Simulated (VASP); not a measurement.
Write the native input for VASP 6.6.1 that does the following.

- Task: relaxation of the atoms
- Functional: PBE
- Potentials or basis: VASP PAW PBE potentials, release 64 (Mg, O_s)
- Cutoff: 300 eV
- k mesh: 6 × 6 × 6
- Occupations: gaussian, width 0.03 eV
- Spin: no spin polarisation
- Further INCAR settings: ALGO = Fast; EDIFF = 1e-07; IBRION = 2; EDIFFG = -0.01; NSW = 40

The structure of MgO (Periclase) lies in POSCAR:

```
MgO                                     
1.0
    0.0000000000      2.1028028014      2.1028028014
    2.1028028014      0.0000000000      2.1028028014
    2.1028028014      2.1028028014      0.0000000000
  Mg              O             
     1     1
Direct
     0.0000000000000000    0.0000000000000000    0.0000000000000000
     0.5000000000000000    0.5000000000000000    0.5000000000000000
```

The cell isn't the ideal one: a relaxed cell with its volume scaled by 0.98.

One way to write it, as run:

INCAR

```
  PREC = Accurate
  ENCUT = 300
  EDIFF = 1E-7
  ISMEAR = 0
  SIGMA = 0.03
  LREAL = False
  LASPH = True
  NELM = 80
  ALGO = Fast
  ISIF = 2
  LWAVE = False
  LCHARG = False
  GGA = PE
  IBRION = 2
  NSW = 40
  EDIFFG = -0.01
```

KPOINTS

```
Automatic mesh
0
Gamma
  6 6 6
```

Potentials or basis: VASP PAW PBE potentials, release 64 (Mg, O_s).

Run with:

```console
$ cat potpaw_PBE.64/Mg/POTCAR potpaw_PBE.64/O_s/POTCAR > POTCAR
$ mpirun -np 1 vasp_std > vasp.out
```

Results of the run:

| Quantity | Value |
| --- | --- |
| Band gap on the k mesh | 4.78 eV, direct |

Caveat: the k mesh is coarse (spacing up to 0.43 Å⁻¹), so the values aren't converged; the relaxation stopped at its first step, so nothing moved.

Wall time 2.4 s on 1 thread of Intel(R) Xeon(R) Platinum 8488C (Sapphire Rapids) (shared host), peak memory 0.11 GiB.
